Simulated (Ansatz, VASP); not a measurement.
**Two plane-wave programs on Ti**

```
CELL_PARAMETERS angstrom
4.60000 0.00000 0.00000
-2.30000 3.98372 0.00000
0.00000 0.00000 2.82000
ATOMIC_POSITIONS crystal
Ti 0.00000 0.00000 0.00000
Ti 0.33333 0.66667 0.50000
Ti 0.66667 0.33333 0.50000
```

This isn't the form of Ti at room conditions, which is hcp.

Alike in both runs: task single point; functional LDA; k mesh 8 × 8 × 11; occupations fermi-dirac, width 0.1 eV; no spin polarisation.

|  | VASP | Ansatz |
| --- | --- | --- |
| version | VASP 6.6.1 | Ansatz 0.2.0 |
| potentials or method | VASP PAW LDA potentials, release 64 (Ti_sv) | plane waves, PAW |
| plane-wave cutoff (eV) | 520 | 450 |
| valence electrons in the cell | 36 | 36 |

VASP gave:

```
pressure (GPa)                                  : -9.1
largest component of the traceless stress (GPa) : 1.26
```

Q: Which values does Ansatz return?

A: Pressure (GPa): -9.0; largest component of the traceless stress (GPa): 1.27.

Ansatz warned: «structure_snapped_to_symmetry».
